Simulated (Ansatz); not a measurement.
# Lu: what relativity and spin–orbit coupling change

```
Lu
1.0
     3.20283    0.00000    0.00000
     0.00000    3.20283    0.00000
     0.00000    0.00000    3.20283
Lu
1
Cartesian
  0.0000 0.0000 0.0000
```

The cell was built from the sc type and relaxed in the same program, and has space group Pm-3m; it needn't be a known or the stable phase.

One fixed cell is solved with PBE by full-potential LAPW in Ansatz 0.2.0 under different relativistic treatments. Pressure is positive in compression.

Numerical set-up: a Γ-centred 13×13×13 k mesh, Fermi–Dirac smearing of 0.03 eV, basis error target 0.25 meV/atom, no spin polarisation.

```
                          setting  P (GPa)
              scalar-relativistic     0.00
                 non-relativistic        ?
         with spin–orbit coupling        ?
scalar-relativistic, point nuclei     0.00
```

Problem. Fill in "P (GPa)" for the row "with spin–orbit coupling".

Solution. -0.14.

Problem. Fill in "P (GPa)" for the row "non-relativistic".

Solution. 0.08.
